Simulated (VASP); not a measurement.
## How k-mesh and PAW data sets change a VASP run on AlN

How sensitive are energy, pressure and forces of AlN to the k-mesh and PAW data sets? The atoms are off their equilibrium sites, so that forces can be compared too. The series runs use r2SCAN. The k-mesh tried: 2 2 2; 3 3 2; 4 4 3; 6 6 3; 7 7 4; 10 10 6; 12 12 7; 15 15 8. The PAW data sets tried: minimal 64: Al N; recommended 54: Al N; gw 64: Al_GW N_GW; hard 64: Al N_h; soft 64: Al N_s. The atoms of the start are displaced at random from the sites of a P6_3mc cell.

Calculated with VASP 6.6.1; r2SCAN; plane waves and PAW (Al, N), in the first sound run; inputs show where later runs differ.

The database entry behind the starting cell differs from later determinations by our own check (inner coordinate u about 0.002 short), so it need not match the best structure at ambient conditions.

### 1. The starting structure

The structure is triclinic, space group P1 (No. 1). Conventional cell: a = 3.113 Å, b = 3.113 Å, c = 4.981 Å, α = 90.00°, β = 90.00°, γ = 120.00°. Nearest to Al lie 4 N at 1.83 to 1.92 Å. Nearest to Al lie 4 N at 1.86 to 1.96 Å. Nearest to N lie 4 Al at 1.83 to 1.96 Å. Nearest to N lie 4 Al at 1.89 to 1.92 Å. Farther neighbours and most contacts between anions are not listed.

As a file:

```cif
data_structure
_symmetry_space_group_name_H-M 'P 1'
_symmetry_Int_Tables_number 1
_cell_length_a 3.1130
_cell_length_b 3.1130
_cell_length_c 4.9810
_cell_angle_alpha 90.000
_cell_angle_beta 90.000
_cell_angle_gamma 120.000
_cell_volume 41.80
loop_
_atom_site_label
_atom_site_type_symbol
_atom_site_fract_x
_atom_site_fract_y
_atom_site_fract_z
_atom_site_occupancy
Al1 Al 0.33155 0.67083 0.00173 1
Al2 Al 0.65924 0.33705 0.49387 1
N3 N 0.30732 0.64970 0.36875 1
N4 N 0.66023 0.32978 0.87511 1
```

### 2. K-mesh: 2 2 2

The sum over the zone converges with the mesh, fast for insulators and slowly for metals. r2SCAN adds the kinetic-energy density, costs more than a GGA and is run with LASPH.

File INCAR:

```
SYSTEM = AlN
PREC = Accurate
ENCUT = 520
EDIFF = 1E-06
NELM = 100
ISMEAR = -1
SIGMA = 0.05
LREAL = .FALSE.
ALGO = Normal
METAGGA = R2SCAN
LASPH = .TRUE.
NBANDS = 14
LORBIT = 11
LWAVE = .FALSE.
LCHARG = .FALSE.
NCORE = 4
ISIF = 2
```

File POSCAR:

```
AlN
1.0
    3.1130000000      0.0000000000      0.0000000000
   -1.5565000000      2.6959370820      0.0000000000
    0.0000000000      0.0000000000      4.9810000000
Al N
2 2
Direct
    0.3315550000      0.6708300000      0.0017330000
    0.6592350000      0.3370520000      0.4938710000
    0.3073240000      0.6497040000      0.3687530000
    0.6602270000      0.3297780000      0.8751070000
```

File KPOINTS:

```
Automatic mesh
0
Gamma
2 2 2
0 0 0
```

Potentials, in the order of the species: Al and N (PBE family, release 64).

On the command line:

```sh
> mpirun -np 4 vasp_std
```

Output:

```text
[banner, memory and clock lines left out]
running    4 mpi-ranks, on    1 nodes
 distrk:  each k-point on    4 cores,    1 groups
 distr:  one band on    4 cores,    1 groups

 POSCAR found type information on POSCAR AlN
 POSCAR found :  2 types and       4 ions
|                                                                             |
|               ----> ADVICE to this user running VASP <----                  |
|                                                                             |
|     You enforced a specific xc type in the INCAR file but a different       |
|     [... a line on the potential file left out ...]
|     I HOPE YOU KNOW WHAT YOU ARE DOING!                                     |
|                                                                             |

 LDA part: xc-table for (None), standard interpolation
 POSCAR, INCAR and KPOINTS ok, starting setup
 FFT: planning ... GRIDC
 FFT: planning ... GRID_SOFT
 FFT: planning ... GRID
 WAVECAR not read
 entering main loop
       N       E                     dE             d eps       ncg     rms          rms(c)
DAV:   1     0.448225163248E+02    0.44823E+02   -0.78814E+03   224   0.106E+03
DAV:   2    -0.420898528258E+02   -0.86912E+02   -0.78442E+02   324   0.219E+02
DAV:   3    -0.463283553364E+02   -0.42385E+01   -0.42163E+01   296   0.499E+01
DAV:   4    -0.463612473099E+02   -0.32892E-01   -0.32889E-01   254   0.505E+00
DAV:   5    -0.463616812128E+02   -0.43390E-03   -0.43390E-03   302   0.596E-01    0.131E+01
DAV:   6    -0.368324588589E+02    0.95292E+01   -0.12043E+01   266   0.245E+01    0.527E+00
DAV:   7    -0.371329927258E+02   -0.30053E+00   -0.15348E+00   254   0.861E+00    0.346E+00
DAV:   8    -0.371853931142E+02   -0.52400E-01   -0.97348E-02   242   0.330E+00    0.896E-01
DAV:   9    -0.371757313468E+02    0.96618E-02   -0.32988E-02   314   0.140E+00    0.197E-01
DAV:  10    -0.371760856682E+02   -0.35432E-03   -0.11563E-03   248   0.269E-01    0.883E-02
DAV:  11    -0.371760563365E+02    0.29332E-04   -0.50218E-05   308   0.629E-02    0.314E-02
DAV:  12    -0.371760556368E+02    0.69967E-06   -0.34588E-06   290   0.160E-02
   1 F= -.37176056E+02 E0= -.37176056E+02  d E =-.281039E-10
```

Elapsed: 6 s, on 4 MPI ranks of AMD EPYC 7R43, shared host; peak memory 0.31 GiB.

Lines that name or quote the potential files are left out of all logs, and their timing lines are given in words.

Parts of OUTCAR (step 2):

```text
ion  position               nearest neighbor table
   1  0.332  0.671  0.002-   3 1.83   4 1.89   4 1.91   4 1.92   2 3.03   2 3.04   2 3.05   2 3.10
                             2 3.10   2 3.11
   2  0.659  0.337  0.494-   3 1.86   3 1.90   4 1.90   3 1.96   1 3.03   1 3.04   1 3.05   1 3.10
                             1 3.10   1 3.11
   3  0.307  0.650  0.369-   1 1.83   2 1.86   2 1.90   2 1.96
   4  0.660  0.330  0.875-   1 1.89   2 1.90   1 1.91   1 1.92

  LATTYP: Found a hexagonal cell.
 ALAT       =     3.1130000000
 C/A-ratio  =     1.6000642467

 Subroutine GETGRP returns: Found  1 space group operations
 (whereof  1 operations were pure point group operations)

The static configuration has the point symmetry C_1 .

 Found      8 irreducible k-points:

   k-points           NKPTS =      8   k-points in BZ     NKDIM =      8   number of bands    NBANDS=     14

   dimension x,y,z NGX =    24 NGY =   24 NGZ =   40
   dimension x,y,z NGXF=    48 NGYF=   48 NGZF=   80

   ENCUT  =  520.0 eV  38.22 Ry    6.18 a.u.   5.79  5.79  9.26*2*pi/ulx,y,z

   NELECT =      16.0000    total number of electrons

 k-points in reciprocal lattice and weights: Automatic mesh
   0.00000000  0.00000000  0.00000000       0.125
   0.50000000  0.00000000  0.00000000       0.125
   0.00000000  0.50000000  0.00000000       0.125
   0.50000000  0.50000000  0.00000000       0.125
   0.00000000  0.00000000  0.50000000       0.125
   0.50000000  0.00000000  0.50000000       0.125
   0.00000000  0.50000000  0.50000000       0.125
   0.50000000  0.50000000  0.50000000       0.125

 average (electrostatic) potential at core
       1 -74.5226       2 -74.7676       3 -62.4567       4 -62.2922

 E-fermi :   7.1903

 k-point     1 :       0.0000    0.0000    0.0000
  band No.  band energies     occupation
    ...
      4       5.0954      2.00000
      5       5.2838      2.00000
      6       5.8817      2.00000
      7       5.9440      2.00000
      8       6.0220      2.00000
      9      10.8503      0.00000
     10      13.4321      0.00000
     11      17.4703      0.00000
     12      17.8441      0.00000
     13      17.9976      0.00000
    ...

 k-point     2 :       0.5000    0.0000    0.0000
  band No.  band energies     occupation
    ...
      4       1.7811      2.00000
      5       2.6650      2.00000
      6       3.9634      2.00000
      7       4.0715      2.00000
      8       5.4436      2.00000
      9      12.3653      0.00000
     10      12.5248      0.00000
     11      15.0253      0.00000
     12      17.1837      0.00000
     13      17.5169      0.00000
    ...

 k-point     3 :       0.0000    0.5000    0.0000
  band No.  band energies     occupation
    ...
      4       1.9250      2.00000
      5       2.5222      2.00000
      6       3.8811      2.00000
      7       4.2989      2.00000
      8       5.4055      2.00000
      9      12.1704      0.00000
     10      12.4722      0.00000
     11      14.9340      0.00000
     12      17.2811      0.00000
     13      17.5356      0.00000
    ...

  Total        1.0171912      0.4975281     -1.0116420      0.2369431     -0.3515895     -0.1859811
  in kB       38.9859167     19.0687726    -38.7732318      9.0813248    -13.4753801     -7.1281037
  external PRESSURE =       6.4271525 kB  Pullay stress =       0.0000000 kB

  energy-cutoff  :      520.00
  volume of cell :       41.80
      direct lattice vectors                 reciprocal lattice vectors
     3.113000000  0.000000000  0.000000000     0.321233537  0.185464269  0.000000000
    -1.556500000  2.695937082  0.000000000     0.000000000  0.370928538  0.000000000
     0.000000000  0.000000000  4.981000000     0.000000000  0.000000000  0.200762899

 POSITION                                       TOTAL-FORCE (eV/Angst)
 -----------------------------------------------------------------------------------
     -0.01202      1.80852      0.00863        -0.105532     -0.357066     -1.610439
      1.52758      0.90867      2.45997        -0.355336     -0.690164     -0.199766
     -0.05456      1.75156      1.83676         0.499163      0.778638      1.346016
      1.54199      0.88906      4.35891        -0.038295      0.268592      0.464189
 -----------------------------------------------------------------------------------
    total drift:                                0.000687      0.001986      0.002842

  FREE ENERGIE OF THE ION-ELECTRON SYSTEM (eV)
  ---------------------------------------------------
  free  energy   TOTEN  =       -37.1760556368 eV

  energy  without entropy=      -37.1760556368  energy(sigma->0) =      -37.17605564

 total charge
# of ion       s       p       d       tot
------------------------------------------
    1        0.345   0.462   0.000   0.807
    2        0.340   0.447   0.000   0.787
    3        1.207   2.733   0.000   3.940
    4        1.203   2.711   0.000   3.914
--------------------------------------------------
tot          3.096   6.353   0.000   9.449

[... 3 further parts left out ...]
```

The gap is read on the k-mesh alone, so it is an upper bound where the band edges lie off the mesh. The PAW data sets were made with PBE, which is usual practice but a small mismatch for other functionals.

Numbers from this step:

```
SCF cycles                     : 12
electrons                      : 16
bands                          : 14
irreducible k-points           : 8
symmetry operations            : 1
free energy (TOTEN)            : -37.18 eV
Fermi energy                   : 7.190 eV
pressure                       : 0.6427 GPa
metallic                       : no
valence top at k               : 0, 0, 0
conduction bottom at k         : 0, 0, 0
least direct gap at k          : 0, 0, 0
gap on the k-mesh              : 4.828 eV
least direct gap on the k-mesh : 4.828 eV
```

The series starts at -9.2940 eV an atom and 0.64 GPa, after 12 cycles in 6 s.

### 3. K-mesh: 3 3 2

Changes to INCAR since step 2:

```diff
@@ -15,3 +15,4 @@
 LCHARG = .FALSE.
-NCORE = 4
+KPAR = 2
+NCORE = 2
 ISIF = 2
```

POSCAR is that of step 2.

File KPOINTS:

```
Automatic mesh
0
Gamma
3 3 2
0 0 0
```

On the command line:

```sh
> mpirun -np 4 vasp_std
```

Output:

```text
[banner, memory and clock lines left out]
running    4 mpi-ranks, on    1 nodes
[...]
[... a notice as in an earlier step ...]

 LDA part: xc-table for (None), standard interpolation
 POSCAR, INCAR and KPOINTS ok, starting setup
[...]
entering main loop
       N       E                     dE             d eps       ncg     rms          rms(c)
DAV:   1     0.363660548748E+02    0.36366E+02   -0.75602E+03   280   0.105E+03
DAV:   2    -0.429977815485E+02   -0.79364E+02   -0.72188E+02   364   0.212E+02
DAV:   3    -0.469650542016E+02   -0.39673E+01   -0.39530E+01   376   0.506E+01
DAV:   4    -0.469956475146E+02   -0.30593E-01   -0.30589E-01   316   0.500E+00
[...]
DAV:  11    -0.382088093460E+02    0.62239E-04   -0.15577E-04   382   0.118E-01    0.230E-02
DAV:  12    -0.382088097896E+02   -0.44356E-06   -0.13619E-05   340   0.311E-02    0.866E-03
DAV:  13    -0.382088100520E+02   -0.26248E-06   -0.15936E-06   326   0.110E-02
   1 F= -.38208810E+02 E0= -.38208810E+02  d E =-.215587E-10
```

The job ended after 7.6 s (4 MPI ranks; peak memory 0.41 GiB).

Parts of OUTCAR (step 3):

```text
  Total       -0.2109844     -0.8018508      0.6234630      0.2612356     -0.3815707     -0.1982019
  in kB       -8.0864040    -30.7325605     23.8954845     10.0123849    -14.6244714     -7.5964904
  external PRESSURE =      -4.9744933 kB  Pullay stress =       0.0000000 kB

 POSITION                                       TOTAL-FORCE (eV/Angst)
 -----------------------------------------------------------------------------------
     -0.01202      1.80852      0.00863        -0.099554     -0.350434     -1.357413
      1.52758      0.90867      2.45997        -0.359706     -0.689080      0.091851
     -0.05456      1.75156      1.83676         0.487370      0.762584      1.116987
      1.54199      0.88906      4.35891        -0.028111      0.276930      0.148574
 -----------------------------------------------------------------------------------
    total drift:                               -0.000047      0.000175      0.000572

  FREE ENERGIE OF THE ION-ELECTRON SYSTEM (eV)
  ---------------------------------------------------
  free  energy   TOTEN  =       -38.2088100520 eV

  energy  without entropy=      -38.2088100520  energy(sigma->0) =      -38.20881005

[... 1 part as in an earlier step ...]

[... 2 further parts left out ...]
[key lines of the parts left out:]
E-fermi :   7.0017
```

Against the run before the energy moves by -258.19 meV an atom and the pressure by -1.14 GPa, after 13 cycles in 7.6 s.

### 4. K-mesh: 4 4 3

Changes to INCAR since step 3:

```diff
@@ -15,4 +15,3 @@
 LCHARG = .FALSE.
-KPAR = 2
-NCORE = 2
+KPAR = 4
 ISIF = 2
```

POSCAR is that of step 3.

File KPOINTS:

```
Automatic mesh
0
Gamma
4 4 3
0 0 0
```

On the command line:

```sh
> mpirun -np 4 vasp_std
```

Output:

```text
[banner, memory and clock lines left out]
running    4 mpi-ranks, on    1 nodes
[...]
[... a notice as in an earlier step ...]

 LDA part: xc-table for (None), standard interpolation
 POSCAR, INCAR and KPOINTS ok, starting setup
[...]
entering main loop
       N       E                     dE             d eps       ncg     rms          rms(c)
DAV:   1     0.372878599403E+02    0.37288E+02   -0.77309E+03   728   0.106E+03
DAV:   2    -0.430531364196E+02   -0.80341E+02   -0.75089E+02  1016   0.215E+02
DAV:   3    -0.470295838334E+02   -0.39764E+01   -0.39635E+01   950   0.509E+01
DAV:   4    -0.470590137527E+02   -0.29430E-01   -0.29424E-01   824   0.497E+00
[...]
DAV:  11    -0.383520710844E+02    0.88378E-04   -0.18636E-04   998   0.119E-01    0.278E-02
DAV:  12    -0.383520685708E+02    0.25135E-05   -0.14447E-05   836   0.334E-02    0.124E-02
DAV:  13    -0.383520676621E+02    0.90873E-06   -0.26183E-06   980   0.129E-02
   1 F= -.38352068E+02 E0= -.38352068E+02  d E =-.480336E-10
```

The job ended after 18 s (4 MPI ranks; peak memory 0.52 GiB; 68 s of CPU time).

From OUTCAR (step 4):

```text
  Total       -0.3702563     -0.9827833      0.8672554      0.2692143     -0.3880236     -0.2007770
  in kB      -14.1908243    -37.6671662     33.2393227     10.3181864    -14.8717906     -7.6951861
  external PRESSURE =      -6.2062226 kB  Pullay stress =       0.0000000 kB

 POSITION                                       TOTAL-FORCE (eV/Angst)
 -----------------------------------------------------------------------------------
     -0.01202      1.80852      0.00863        -0.097553     -0.348157     -1.307309
      1.52758      0.90867      2.45997        -0.361232     -0.688515      0.144788
     -0.05456      1.75156      1.83676         0.487207      0.760628      1.072371
      1.54199      0.88906      4.35891        -0.028422      0.276044      0.090151
 -----------------------------------------------------------------------------------
    total drift:                                0.000109      0.000597      0.001016

  FREE ENERGIE OF THE ION-ELECTRON SYSTEM (eV)
  ---------------------------------------------------
  free  energy   TOTEN  =       -38.3520676621 eV

  energy  without entropy=      -38.3520676620  energy(sigma->0) =      -38.35206766

[... 1 part as in an earlier step ...]

[... 2 further parts left out ...]
[key lines of the parts left out:]
E-fermi :   6.8725
```

Against the run before the energy moves by -35.81 meV an atom and the pressure by -0.12 GPa, after 13 cycles in 18 s.

### 5. K-mesh: 6 6 3

INCAR is that of step 4.

POSCAR is that of step 4.

File KPOINTS:

```
Automatic mesh
0
Gamma
6 6 3
0 0 0
```

On the command line:

```sh
> mpirun -np 4 vasp_std
```

Output:

```text
[... set-up lines as in an earlier step ...]
 entering main loop
       N       E                     dE             d eps       ncg     rms          rms(c)
DAV:   1     0.360143213507E+02    0.36014E+02   -0.77354E+03  1568   0.106E+03
DAV:   2    -0.431305060784E+02   -0.79145E+02   -0.72281E+02  2168   0.213E+02
DAV:   3    -0.470386801617E+02   -0.39082E+01   -0.38924E+01  2090   0.496E+01
DAV:   4    -0.470678105418E+02   -0.29130E-01   -0.29125E-01  1766   0.493E+00
[...]
DAV:  11    -0.383790623453E+02    0.52792E-04   -0.98080E-05  2108   0.953E-02    0.262E-02
DAV:  12    -0.383790607059E+02    0.16394E-05   -0.10886E-05  1928   0.282E-02    0.117E-02
DAV:  13    -0.383790604170E+02    0.28890E-06   -0.14546E-06  1582   0.106E-02
   1 F= -.38379060E+02 E0= -.38379060E+02  d E =-.253920E-10
```

Wall time 32 s (4 MPI ranks); peak memory 0.57 GiB.

OUTCAR, selected parts (step 5):

```text
  Total       -0.3987220     -1.0177073      0.9300430      0.2713320     -0.3897928     -0.2014988
  in kB      -15.2818294    -39.0056992     35.6457867     10.3993500    -14.9395986     -7.7228524
  external PRESSURE =      -6.2139140 kB  Pullay stress =       0.0000000 kB

 POSITION                                       TOTAL-FORCE (eV/Angst)
 -----------------------------------------------------------------------------------
     -0.01202      1.80852      0.00863        -0.097006     -0.347369     -1.293437
      1.52758      0.90867      2.45997        -0.361473     -0.687959      0.160043
     -0.05456      1.75156      1.83676         0.487029      0.759759      1.059765
      1.54199      0.88906      4.35891        -0.028550      0.275570      0.073629
 -----------------------------------------------------------------------------------
    total drift:                                0.000034      0.000399      0.000877

  FREE ENERGIE OF THE ION-ELECTRON SYSTEM (eV)
  ---------------------------------------------------
  free  energy   TOTEN  =       -38.3790604170 eV

  energy  without entropy=      -38.3790604170  energy(sigma->0) =      -38.37906042

[... 1 part as in an earlier step ...]

[... 2 further parts left out ...]
[key lines of the parts left out:]
E-fermi :   6.8672
```

Against the run before the energy moves by -6.75 meV an atom while the pressure stays within 0.01 GPa, after 13 cycles in 32 s.

### 6. K-mesh: 7 7 4

INCAR is that of step 5.

POSCAR is that of step 5.

File KPOINTS:

```
Automatic mesh
0
Gamma
7 7 4
0 0 0
```

On the command line:

```sh
> mpirun -np 4 vasp_std
```

Output:

```text
[... set-up lines as in an earlier step ...]
 entering main loop
       N       E                     dE             d eps       ncg     rms          rms(c)
DAV:   1     0.360389290605E+02    0.36039E+02   -0.77161E+03  2772   0.106E+03
DAV:   2    -0.431094146898E+02   -0.79148E+02   -0.71799E+02  3952   0.209E+02
DAV:   3    -0.470390493965E+02   -0.39296E+01   -0.39106E+01  3678   0.491E+01
DAV:   4    -0.470681513855E+02   -0.29102E-01   -0.29098E-01  3162   0.490E+00
[...]
DAV:  11    -0.383811682950E+02    0.45385E-04   -0.98939E-05  3774   0.101E-01    0.265E-02
DAV:  12    -0.383811668619E+02    0.14332E-05   -0.11359E-05  3306   0.282E-02    0.123E-02
DAV:  13    -0.383811665829E+02    0.27902E-06   -0.16479E-06  2882   0.114E-02
   1 F= -.38381167E+02 E0= -.38381167E+02  d E =-.187298E-10
```

Wall time 54 s (4 MPI ranks); peak memory 0.61 GiB.

OUTCAR, selected parts (step 6):

```text
  Total       -0.3979978     -1.0177338      0.9283697      0.2715688     -0.3900740     -0.2016371
  in kB      -15.2540750    -39.0067133     35.5816518     10.4084265    -14.9503797     -7.7281528
  external PRESSURE =      -6.2263789 kB  Pullay stress =       0.0000000 kB

 POSITION                                       TOTAL-FORCE (eV/Angst)
 -----------------------------------------------------------------------------------
     -0.01202      1.80852      0.00863        -0.096850     -0.347201     -1.293844
      1.52758      0.90867      2.45997        -0.361625     -0.688045      0.159904
     -0.05456      1.75156      1.83676         0.487495      0.760175      1.060212
      1.54199      0.88906      4.35891        -0.029019      0.275071      0.073728
 -----------------------------------------------------------------------------------
    total drift:                                0.000015      0.000366      0.000793

  FREE ENERGIE OF THE ION-ELECTRON SYSTEM (eV)
  ---------------------------------------------------
  free  energy   TOTEN  =       -38.3811665829 eV

  energy  without entropy=      -38.3811665828  energy(sigma->0) =      -38.38116658

[... 1 part as in an earlier step ...]

[... 2 further parts left out ...]
[key lines of the parts left out:]
E-fermi :   6.8666
```

Against the run before the energy moves by -0.53 meV an atom while the pressure stays within 0.01 GPa, after 13 cycles in 54 s.

(Part 1 of 3 ends here.)

[Lines on the potential files, build, host, timing and source positions are cut from VASP's logs without a mark.]

[Logs are printed without paths, hosts, clocks, repeated set-up lines and the standing remarks that a program may print on its own settings, such as how far it seeks lower states.]

[Hosts, paths, dates, database ids (printed as entryN), source tags and the programs' standing remarks are cut or masked in the printed files.]

[A measured line is paired with the nearest computed mode of its activity, which favours agreement.]

[In band tables of VASP the shares of atoms and orbitals are scaled to a sum of 1 inside the atoms' spheres.]
